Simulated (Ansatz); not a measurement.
## Structure search for Ge4S

The calculation used DFT PBE, scalar-relativistic, plane waves, PAW in Ansatz. Settings: cutoff 420 eV, Γ-centred meshes spaced at most about 0.3 Å⁻¹, and about 0.25 Å⁻¹ or finer for metals (2π included), Gaussian smearing. No spin polarisation.

The zero of energy is the elements' standard structures at the same level; no fitted shifts are applied.

Temperature and zero-point effects are left out. Only the structures computed here compete, so a lower one can exist. For metals, differences of a few meV/atom aren't resolved. Weakly bound directions are ill-defined at this level, which has no dispersion term (Pmma), and this can change margins and order among such cells. The reference form of S is held partly by dispersion forces, which this level lacks.

Invented guesses were relaxed alike, and ends that match in structure were merged. ΔE counts from the first row. Coordination counts Ge atoms around S (those within 1.25 times the shortest such distance or 1.15 times the sum of covalent radii, 1.27 where that leaves under three; the shortest distance is added where it exceeds 1.18 times the sum of covalent radii). The ends were matched against large subsets of the Crystallography Open Database and the Materials Project, so a missing match doesn't prove that a structure is unreported.

| # | reached from | type and space group | atoms | Å³/atom | coordination | ΔE (meV/atom) | gap on mesh (eV) | in databases |
| --- | --- | --- | --- | --- | --- | --- | --- | --- |
| 1 | a cell proposed by chemical analogy | Pmma (No. 51) | 10 | 25.4 | S 2 | 0 | 0.00 | no match |
| 2 | a cell proposed by chemical analogy | R-3m (No. 166) | 5 | 25.6 | S 2 | 133 | 0.00 | no match |
| 3 | a cell proposed by chemical analogy | P-6m2 (No. 187) | 5 | 25.5 | S 2 | 152 | 0.00 | no match |
| 4 | AgPt4 type (R-3m) | R-3m (No. 166) | 5 | 20.0 | S 6 from 2.7 Å | 156 | 0.00 | no match |

The lowest: Space group Pmma (No. 51), orthorhombic, a = 3.850 Å, b = 4.107 Å, c = 16.072 Å. Around Ge on its first site lie 2 S at 2.34 Å and 2 Ge at 2.49 Å; Ge on its second site is surrounded by 4 Ge at 2.44–2.49 Å; Ge on its third site is surrounded by 4 Ge at 2.44–2.50 Å; Ge on its fourth site has 4 Ge at 2.44–2.50 Å; S has 2 Ge at 2.34 Å. Its energy over the elements is −0.03 eV/atom. Whether it is stable depends on the other phases of the system, which aren't compared here. An observed structure of this formula, if there is one, may be missing.

```
Ge S
1.0
     3.84956    0.00000    0.00000
     0.00000    4.10683    0.00000
     0.00000    0.00000   16.07216
Ge S
8 2
Direct
  0.25000 0.00000 0.68310
  0.25000 0.50000 0.77112
  0.75000 0.00000 0.95332
  0.75000 0.50000 0.86436
  0.25000 0.00000 0.04668
  0.25000 0.50000 0.13564
  0.75000 0.00000 0.31690
  0.75000 0.50000 0.22888
  0.75000 0.00000 0.60019
  0.25000 0.00000 0.39981
```

The second: Space group R-3m (No. 166), trigonal, a = 4.154 Å, c = 25.692 Å. Around Ge on its first site lie 1 S at 2.23 Å and 3 Ge at 2.53 Å; around Ge on its second site lie 4 Ge at 2.50–2.53 Å; around S lie 2 Ge at 2.23 Å. Counting Ge atoms around S, the first and the second both have S 2. The first and the second both hold Ge–Ge nets. Cells relaxed within their symmetry can be saddle points.

```cif
data_structure
_symmetry_space_group_name_H-M 'P 1'
_symmetry_Int_Tables_number 1
_cell_length_a 8.8934
_cell_length_b 8.8934
_cell_length_c 8.8934
_cell_angle_alpha 27.010
_cell_angle_beta 27.010
_cell_angle_gamma 27.010
_cell_volume 127.96
loop_
_atom_site_label
_atom_site_type_symbol
_atom_site_fract_x
_atom_site_fract_y
_atom_site_fract_z
_atom_site_occupancy
Ge1 Ge 0.91304 0.91304 0.91304 1
Ge2 Ge 0.08696 0.08696 0.08696 1
Ge3 Ge 0.45137 0.45137 0.45137 1
Ge4 Ge 0.54863 0.54863 0.54863 1
S1 S 0.00000 0.00000 0.00000 1
```

Some candidate types were left out of the draw beforehand, so a known form may be missing.
